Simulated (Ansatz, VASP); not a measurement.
## Two plane-wave programs on Ni

The input INCAR:

```
SYSTEM = Ni
ALGO = Normal
EDIFF = 1E-7
ENCUT = 520
GGA = PE
ISIF = 2
ISMEAR = -1
ISPIN = 2
LASPH = .TRUE.
LCHARG = .FALSE.
LMAXMIX = 4
LORBIT = 11
LREAL = .FALSE.
LWAVE = .FALSE.
MAGMOM = 1 1
NBANDS = 21
NELM = 100
PREC = Accurate
SIGMA = 0.05
```

The input KPOINTS:

```
k-points
0
G
  12 12 7
  0 0 0
```

File POSCAR:

```
Ni
1.0
    2.4480228978      0.0000000000      0.0000000000
   -1.2240114489      2.1200500186      0.0000000000
    0.0000000000      0.0000000000      4.0728075700
Ni
2
Direct
    0.6727700000      0.3354790000      0.7554090000
    0.3421770000      0.6583580000      0.2444720000
```

input.yaml

```yaml
crystal:
  lattice:
    - [2.4480228978, 0.0, 0.0]
    - [-1.2240114489, 2.1200500186, 0.0]
    - [0.0, 0.0, 4.07280757]
  atoms:
    - { symbol: Ni, position: [0.67277, 0.335479, 0.755409], spin: 1.0 }
    - { symbol: Ni, position: [0.342177, 0.658358, 0.244472], spin: 1.0 }
hamiltonian:
  xc: pbe
  pseudopotentials: { kind: paw }
magnetization:
  spin_polarized: true
kpoints:
  mp_grid: { grid: [12, 12, 7] }
scf:
  occupations: { method: fermi_dirac, width: 0.05 }
output:
  forces: true
  stress: true
  eigenvalues: true
```

Change from the starting cell: atoms moved at random, drawn with an rms of 0.05 Å.

Alike in both runs: task single point; functional PBE; k mesh 12 × 12 × 7; occupations fermi-dirac, width 0.05 eV; collinear spin, ferromagnetic start.

|  | VASP | Ansatz |
| --- | --- | --- |
| version | VASP 6.6.1 | Ansatz 0.2.0 |
| potentials or method | VASP PAW PBE potentials, release 64 (Ni) | Ansatz PAW |
| plane-wave cutoff (eV) | 520 | 420 |
| valence electrons in the cell | 20 | 36 |

VASP gave:

```
gap on the k mesh at the Fermi level (eV)                     : none
pressure (GPa)                                                : 7.3
largest component of the traceless stress (GPa)               : 2.39
rms of the force components (eV/Å)                            : 0.252
net moment per atom (μB)                                      : 0.63
size of the moment on the site where the two differ most (μB) : 0.64
```

Q: What did Ansatz give for the same quantities?

A: gap on the k mesh at the Fermi level (eV): none; pressure (GPa): 7.6; largest component of the traceless stress (GPa): 2.46; rms of the force components (eV/Å): 0.255; net moment per atom (μB): 0.65; size of the moment on the site where the two differ most (μB): 0.69.

Site moments also hang on the region over which each program counts them. Atom by atom the forces differ by 0.003 eV/Å (rms over components). A gap of «none» marks a metal or a gap that the smearing closes. The two sets of potentials don't hold the same shells in valence.
